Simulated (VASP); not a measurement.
Input of a VASP 6.6.1 run:

File INCAR:

```
PREC = Accurate
ENCUT = 520
EDIFF = 1E-6
ISMEAR = 0
SIGMA = 0.03
LREAL = F
LASPH = T
NELM = 80
ALGO = Normal
ISIF = 2
LWAVE = F
LCHARG = F
LDIPOL = T
IDIPOL = 3
DIPOL = 0.5 0.5 0.500
GGA = PE
IVDW = 12
IBRION = 2
NSW = 80
EDIFFG = -0.02
KPAR = 2
```

The input KPOINTS:

```
Automatic mesh
0
Gamma
  9 9 1
```

File POSCAR:

```
SnS2
1.0
    3.6670894200      0.0000000000      0.0000000000
   -1.8335437900      3.1757926400      0.0000000000
    0.0000000000      0.0000000000     23.7671408000
S Sn
4 2
Direct
    0.6666670000      0.3333340000      0.3155617300
    0.3333330000      0.6666660000      0.4399393200
    0.6666670000      0.3333340000      0.5600606800
    0.3333330000      0.6666660000      0.6844382700
    0.0000000000      0.0000000000      0.3777505200
    0.0000000000      0.0000000000      0.6222494800
```

Potentials or basis: VASP PAW PBE potentials, release 64 (S, Sn_d).

Run with:

```sh
$ cat potpaw_PBE.64/S/POTCAR potpaw_PBE.64/Sn_d/POTCAR > POTCAR
$ mpirun -np 2 vasp_std > vasp.out
```

Question: What does it give for the energy gained by relaxing?

Answer: 0.0 meV/atom.

Question: What does it give for the dispersion energy per atom?

Answer: -0.278 eV.

Forces in eV/Å, atoms in the order of the input:
```
S    0.000  0.000 -0.012
S    0.000  0.000  0.017
S    0.000  0.000 -0.017
S    0.000  0.000  0.012
Sn   0.000  0.000 -0.010
Sn   0.000  0.000  0.010
```
